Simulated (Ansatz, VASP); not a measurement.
# Two plane-wave programs on KMgF3

INCAR

```
ALGO = Normal
EDIFF = 1E-7
ENCUT = 520
GGA = PS
ISIF = 2
ISMEAR = 0
LASPH = T
LCHARG = F
LREAL = F
LWAVE = F
NBANDS = 24
NELM = 100
PREC = Accurate
SIGMA = 0.05
```

Contents of KPOINTS:

```
k-points
0
Gamma
  6 6 6
```

The input POSCAR:

```
KMgF3
1.0
    3.9859000000      0.0000000000      0.0000000000
    0.0000000000      3.9859000000      0.0000000000
    0.0000000000      0.0000000000      3.9859000000
K Mg F
1 1 3
Direct
    0.5000000000      0.4247346898      0.4247346898
    0.0000000000      0.0000000000      0.0000000000
    0.5000000000      0.0000000000      0.0000000000
    0.0000000000      0.5000000000      0.0000000000
    0.0000000000      0.0000000000      0.5000000000
```

Input for Ansatz:

```yaml
crystal:
  lattice:
    - [3.9859, 0.0, 0.0]
    - [0.0, 3.9859, 0.0]
    - [0.0, 0.0, 3.9859]
  atoms:
    - { symbol: K, position: [0.5, 0.4247346898, 0.4247346898] }
    - { symbol: Mg, position: [0.0, 0.0, 0.0] }
    - { symbol: F, position: [0.5, 0.0, 0.0] }
    - { symbol: F, position: [0.0, 0.5, 0.0] }
    - { symbol: F, position: [0.0, 0.0, 0.5] }
basis:
  ecutwfc: 420
kpoints:
  mp_grid: { grid: [6, 6, 6] }
hamiltonian:
  xc: pbesol
scf:
  occupations: { method: gaussian, width: 0.05 }
output:
  forces: true
  stress: true
  eigenvalues: true
```

Alike in both runs: task single point; functional PBEsol; k mesh 6 × 6 × 6; occupations gaussian, width 0.05 eV; no spin polarisation.

|  | VASP | Ansatz |
| --- | --- | --- |
| version | VASP 6.6.1 | Ansatz 0.2.0 |
| potentials or method | VASP PAW PBE potentials, release 64 (K_sv, Mg, F) | scalar-relativistic, plane waves, PAW |
| plane-wave cutoff (eV) | 520 | 420 |
| valence electrons in the cell | 32 | 40 |

VASP gave:

| Item | Value |
| --- | --- |
| gap on the k mesh at the Fermi level (eV) | 7.12 |
| least direct gap on the mesh (eV) | 7.46 |
| pressure (GPa) | 2.2 |
| largest component of the traceless stress (GPa) | 2.23 |
| rms of the force components (eV/Å) | 0.396 |

Q: Which values does Ansatz return?

A: gap on the k mesh at the Fermi level (eV): 7.14; least direct gap on the mesh (eV): 7.48; pressure (GPa): 2.5; largest component of the traceless stress (GPa): 2.17; rms of the force components (eV/Å): 0.381.

Atom by atom the forces differ by 0.016 eV/Å (rms over components). The two sets of potentials don't hold the same shells in valence.

Caveats: the PAW data sets were made with another functional, which shifts forces and pressure a little (VASP). A k mesh can miss the band edges.
